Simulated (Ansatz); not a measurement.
## SnO2 (fluorite): gap against strain (uniaxial along z, other directions held)

SnO2 built on the fluorite prototype, relaxed with r2SCAN in the PAW code Ansatz, then strained (uniaxial along z, other directions held; changes of length per length, axes as in the cell below) with the atoms relaxed again within the symmetry that is left. It is cubic, Fm-3m (No. 225); a = 5.067 Å in the conventional setting, 10.84 Å³ an atom. Around Sn lie 8 O at 2.19 Å; around O lie 4 Sn at 2.19 Å. Values at 0 K without nuclear motion; spin polarisation is off, and the phase may be a hypothetical one.

```
Sn O
1.0
     0.00000    2.53347    2.53347
     2.53347    0.00000    2.53347
     2.53347    2.53347    0.00000
Sn O
1 2
Direct
  0.00000 0.00000 0.00000
  0.25000 0.25000 0.25000
  0.75000 0.75000 0.75000
```

Gaps are the least over each mesh (r2SCAN 8×8×8 when unstrained) and the special points, which keep their unstrained names; stress is the change from the unstrained cell, compression positive.

```tsv
strain (%)	gap, r2SCAN (eV)	edges, r2SCAN	stress along the strain, r2SCAN (GPa)	energy rise, r2SCAN (meV/atom)
-1.72	0.949	W → Γ	+10.04	5.8
0.0	0.838	W → Γ	0.00	0.0
+3.0	0.382	W → Γ	-15.47	16.1
+3.6	0.287	W → Γ	-18.28	22.9
```

Between zero and the nearest strains the slope of the r2SCAN gap against strain is -0.064 eV per percent for negative and -0.152 for positive strain.

Spin-orbit coupling is left out, which matters wherever the heavy atoms make up the band edges.
